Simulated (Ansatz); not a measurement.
# Stability checks on a candidate for V2O5

The structure comes from a generated guess, relaxed at this level; another structure or a mixture of phases may lie lower.

Level of theory: Ansatz, DFT PBE, scalar-relativistic, plane waves, PAW. The final run on the 7-atom cell used 420 eV, a Γ-centred 6×6×10 mesh, 0.01 eV smearing and no spin polarisation.

```cif
data_structure
_symmetry_space_group_name_H-M 'P 1'
_symmetry_Int_Tables_number 1
_cell_length_a 6.1653
_cell_length_b 6.1653
_cell_length_c 3.6552
_cell_angle_alpha 90.000
_cell_angle_beta 90.000
_cell_angle_gamma 120.000
_cell_volume 120.32
loop_
_atom_site_label
_atom_site_type_symbol
_atom_site_fract_x
_atom_site_fract_y
_atom_site_fract_z
_atom_site_occupancy
V1 V 0.33333 0.66667 0.50000 1
V2 V 0.66667 0.33333 0.50000 1
O1 O 0.33333 0.66667 0.00000 1
O2 O 0.00000 0.50000 0.50000 1
O3 O 0.50000 0.50000 0.50000 1
O4 O 0.50000 0.00000 0.50000 1
O5 O 0.66667 0.33333 0.00000 1
```

Formation energies are uncorrected and refer to the elements' standard structures at the same level (O₂ as a molecule).

Problem. These tests were run: energy against the elements; phonons on a 1×1×2 q mesh. What do they show?

Solution.

```json
{"test": "energy against the elements", "result": "−2.140 eV/atom"}
{"test": "phonons on a 1×1×2 q mesh", "result": "imaginary modes down to 820i cm⁻¹"}
```

It fails one test: phonons on a 1×1×2 q mesh. So it isn't even a local minimum.

No Hubbard U is applied to the 3d shell of V. Trial moments died out on the coarse mesh, so the last step has no spin; another magnetic start might hold. The run for the phonons used a 6×6×10 k mesh.
